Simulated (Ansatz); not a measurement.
Ag, simple cubic: how the functional moves the structure

All rows: Ansatz, plane waves with scalar-relativistic PAW, 420 eV (500 eV for the SCAN forms), relaxed under each functional, no dispersion correction, no zero-point motion. B₀ comes from uniform scaling at fixed shape; a dash is a value not given.

| functional | V (Å³/atom) | cell | B₀ (GPa) | magnetic state | ΔE to fcc (meV/atom) |
| --- | --- | --- | --- | --- | --- |
| PBE | 20.85 | a = 2.752 Å | 67 | spin not included | 330 |
| r²SCAN | 20.02 | a = 2.715 Å | 79 | spin not included | 339 |
| PBEsol | 19.37 | a = 2.686 Å | 88 | spin not included | 401 |
| LDA | 18.55 | a = 2.647 Å | 104 | spin not included | 415 |
| revPBE | 21.62 | a = 2.786 Å | 57 | spin not included | 306 |
| RPBE | 21.96 | a = 2.800 Å | 53 | spin not included | 296 |
| BLYP | 22.45 | a = 2.821 Å | 52 | spin not included | 189 |

LDA gives the smallest volume and BLYP the largest.
